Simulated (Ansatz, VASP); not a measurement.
One calculation of La2O3, two programs

```
La O
1.0
     4.58003    0.00000    0.00000
     0.00000    4.58003    0.00000
     0.00000    0.00000    4.58003
La O
2 3
Direct
  0.00000 0.00000 0.00000
  0.50000 0.50000 0.50000
  0.00000 0.50000 0.50000
  0.50000 0.00000 0.50000
  0.50000 0.50000 0.00000
```

Alike in both runs: task relaxation of cell and atoms; functional PBE; k mesh 8 × 8 × 8; occupations gaussian, width 0.02 eV; no spin polarisation.

|  | VASP | Ansatz |
| --- | --- | --- |
| version | VASP 6.6.1 | Ansatz 0.2.0 |
| potentials or method | VASP PAW PBE potentials, release 64 (La, O) | scalar-relativistic, plane waves, PAW |
| plane-wave cutoff (eV) | 600 | 420 |
| valence electrons in the cell | 40 | 40 |

```csv
,VASP,Ansatz,Ansatz less VASP
"gap on the k mesh at the Fermi level, each at its own relaxed structure (eV)",0.56,0.51,-0.045
relaxed volume (Å³/atom),19.14,19.21,+0.071
relaxed cell length with the largest relative difference (Å),4.574,4.580,+0.0056
```

Caveats: spin-orbit coupling is left out, which moves the levels of the heavy elements. A k mesh can miss the band edges.
